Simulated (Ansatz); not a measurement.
Crystal: MgS (Niningerite).

```
CELL_PARAMETERS angstrom
0.00000 2.60165 2.60165
2.60165 0.00000 2.60165
2.60165 2.60165 0.00000
ATOMIC_POSITIONS crystal
S 0.50000 0.50000 0.50000
Mg 0.00000 0.00000 0.00000
```

| Item | Value |
| --- | --- |
| Program | Ansatz 0.2.0 |
| Task | relaxation of cell and atoms |
| Functional | PBEsol |
| Dispersion | D4 |
| Potentials or basis | Ansatz PAW |
| Cutoff | 420 eV (not typed: the program's choice for these potentials) |
| k mesh | 9 × 9 × 9 |
| Occupations | fermi-dirac, width 0.05 eV |
| Spin | no spin polarisation |

At the start: volume 17.61 Å³/atom.

**Question.** How do energy, volume and symmetry change on relaxing?

**Answer.** It ends after 4 steps and the volume is 17.07 Å³/atom (-3.1 %); space group Fm-3m (No. 225, to 0.05 Å).

Step by step:
```
step  energy change (eV)  largest force (eV/Å)  volume (Å³)
   1              0.0000                0.0000        35.22
   2             -0.0080                0.0000        34.31
   3             -0.0082                0.0000        34.13
   4             -0.0081                0.0000        34.13
```

Final structure:
```
S Mg
1.0
     0.00000    2.57467    2.57467
     2.57467    0.00000    2.57467
     2.57467    2.57467    0.00000
S Mg
1 1
Direct
  0.50000 0.50000 0.50000
  0.00000 0.00000 0.00000
```

Caveat: the plane-wave basis is chosen anew once the cell has moved, so the energies of steps on either side of that aren't comparable; the PAW data sets come from PBE, with cores solved anew for the run's functional, which leaves a small shift of forces and pressure.
